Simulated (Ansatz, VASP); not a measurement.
## One calculation of FeO, two programs

```
CELL_PARAMETERS angstrom
3.50238 0.00000 0.00000
0.00000 3.50238 0.00000
0.00000 0.00000 4.36047
ATOMIC_POSITIONS crystal
Fe 0.00000 0.50000 0.00000
Fe 0.50000 0.00000 0.50000
O 0.00000 0.00000 0.25000
O 0.00000 0.00000 0.75000
```

Alike in both runs: task single point; functional LDA; k mesh 5 × 5 × 5; occupations gaussian, width 0.05 eV; collinear spin; Hubbard terms Fe d U = 3.0 eV.

```csv
,VASP,Ansatz
version,VASP 6.6.1,Ansatz 0.2.0
potentials or method,"VASP PAW LDA potentials, release 64 (Fe, O)","scalar-relativistic, plane waves, PAW"
plane-wave cutoff (eV),520,420
valence electrons in the cell,28,44
```

```csv
,VASP,Ansatz,Ansatz less VASP
gap on the k mesh at the Fermi level (eV),none,none,-
pressure (GPa),-11.5,-9.2,+2.26
largest component of the traceless stress (GPa),34.45,35.08,+0.634
net moment per atom (μB),0.00,0.00,0.000
size of the moment on the site where the two differ most (μB),3.54,3.24,-0.291
```

Site moments also hang on the region over which each program counts them. The programs project onto different local orbitals, so the same U acts differently. A gap of «none» marks a metal or a gap that the smearing closes. The two sets of potentials don't hold the same shells in valence. Ansatz warned: «filled_band_counts_differ_across_k_points».

The state reached can hang on the start; a lower one may exist.
